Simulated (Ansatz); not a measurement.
# Bi (hcp)

Level of theory: DFT, PBE with spin–orbit coupling, two-component spinors; plane waves to 420 eV with PAW datasets (Ansatz 0.2.0), Γ-centred 14×14×8 mesh, 0.05 eV Gaussian smearing; PAW files: Ansatz's generated set soft_2.

```
Bi
1.0
     3.55654    0.00000    0.00000
    -1.77827    3.08005    0.00000
     0.00000    0.00000    5.99131
Bi
2
Direct
  0.33333 0.66667 0.75000
  0.66667 0.33333 0.25000
```

At room temperature and ambient pressure Bi takes another structure.

Cell and atoms are those of this level's equilibrium.

Path: Γ–M–K–Γ–A–L–H–A | L–M | H–K, with Γ = (0.000, 0.000, 0.000), M = (0.500, 0.000, 0.000), K = (0.333, 0.333, 0.000), A = (0.000, 0.000, 0.500), L = (0.500, 0.000, 0.500), H = (0.333, 0.333, 0.500) in reciprocal vectors of the calculation's cell.

Bands as a text map, energy in eV from the Fermi level (dashes), each leg drawn with the same width:
```
  3.71 | *                *                              
  3.43 |  * *         *    *  *                          
  3.14 |     *       *      *              *    ***      
  2.86 |      *     *      *          *       **   *     
  2.57 |  **             **    *  ****   *   *      *    
  2.29 |*              **    *  **   *** ** *      *     
  2.00 |       *     *  *         ***  **    *      *    
  1.71 | *                                    *      *   
  1.43 | * **       * *  *              *      *     *   
  1.14 |        *  *                          * *        
  0.86 |    **                *          *   * * **   *  
  0.57 |  *   *  *  *     *    ****      *  **  *     *  
  0.29 |     **                   *              **    * 
  0.00 |-------*--**--------------------*-----*--------**
 -0.29 |       ***   *     *       *    *                
 -0.57 |  *          *             *           *         
 -0.86 |   *    ** *                                     
 -1.14 |          *                 *           *     ***
 -1.43 |     ****  *        **      *  *  **     **      
 -1.71 |         **           *      * * *           *  *
 -2.00 |    *       *                 *            **  * 
 -2.29 |   *        *                *                *  
 -2.57 |                   *   *      *            ***   
 -2.86 |    *     *                     *               *
 -3.14 |       *** *                                   * 
 -3.43 |     **    **     *                      **   *  
 -3.71 |   *      *                  ***        *  ******
 -4.00 |    *   **              *   ****       *   **    
        Γ    M    K    Γ    A    L    H    AL     MH    K
```

(1) By these bands, is it a metal or an insulator, and if it has a gap, where are the band edges on this path?

Answer:

(1) A metal: bands cross the Fermi level.
